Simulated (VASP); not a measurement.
# Rb: density of states with BLYP

The system is Rb.

```xyz
1
Lattice="-2.8015 2.7423 2.8097 2.7721 -2.7377 2.7757 2.8163 2.7525 -2.8051" Properties=species:S:1:pos:R:3 pbc="T T T"
Rb    0.1665    0.1120   -0.0288
```

The cell was built by a generator and needn't be a form met in nature.

```json
{
 "Program": "VASP 6.6.1",
 "Task": "density of states",
 "Functional": "BLYP",
 "Potentials or basis": "VASP PAW PBE potentials, release 64 (Rb_sv)",
 "Cutoff": "520 eV",
 "k mesh": "5 × 5 × 5",
 "Occupations": "tetrahedron, width 0.1 eV",
 "Spin": "no spin polarisation",
 "Dipole correction": "no",
 "k mesh for the DOS": "8 × 8 × 8",
 "Occupations for the DOS": "tetrahedron",
 "Further INCAR settings": "ALGO = Normal; EDIFF = 1e-06; NBANDS = 10"
}
```

```json
{
  "Valence electrons inside the program's atomic spheres": "Rb 7.32"
}
```

Levels at points of the mesh, in eV from the Fermi level:
```
           k point  band 1  band 2  band 3  band 4  band 5  band 6  band 7  band 8  band 9
(0.00, 0.00, 0.00)  -29.03  -13.12  -13.11  -13.11   -2.08    3.41    3.48    3.53    4.41
(0.50, 0.00, 0.00)  -29.02  -13.23  -13.16  -13.11    0.16    0.91    2.40    4.13    5.05
(0.00, 0.50, 0.00)  -29.02  -13.24  -13.15  -13.11    0.13    0.91    2.50    4.02    4.95
(0.50, 0.50, 0.00)  -29.02  -13.23  -13.16  -13.12    0.17    0.93    2.41    4.10    5.03
(0.00, 0.00, 0.50)  -29.02  -13.23  -13.15  -13.11    0.14    0.91    2.41    4.13    5.06
(0.50, 0.00, 0.50)  -29.02  -13.23  -13.15  -13.11    0.09    0.86    2.50    4.08    5.01
(0.00, 0.50, 0.50)  -29.02  -13.23  -13.16  -13.11    0.17    0.92    2.40    4.11    5.04
(0.50, 0.50, 0.50)  -29.02  -13.20  -13.20  -13.19    1.18    1.20    3.34    3.35    3.52
```

States per cell in windows of 1 eV (zero at the Fermi level; states under -8 eV left out):
```tsv
from (eV)	total	Rb1_d	Rb1_p	Rb1_s
-8.0	0.00	0.00	0.00	0.00
-7.0	0.00	0.00	0.00	0.00
-6.0	0.00	0.00	0.00	0.00
-5.0	0.00	0.00	0.00	0.00
-4.0	0.00	0.00	0.00	0.00
-3.0	0.00	0.00	0.00	0.00
-2.0	0.30	0.00	0.00	0.01
-1.0	0.69	0.01	0.02	0.03
0.0	0.97	0.03	0.02	0.03
1.0	1.89	0.15	0.06	0.01
2.0	2.00	0.30	0.03	0.01
3.0	2.04	0.36	0.04	0.04
4.0	3.12	0.96	0.03	0.03
5.0	0.98	0.31	0.02	0.02
6.0	0.00	0.00	0.00	0.00
```

Wall time 99 s on 1 thread of AMD EPYC 9R45 (Zen 5) (shared host), peak memory 0.31 GiB.
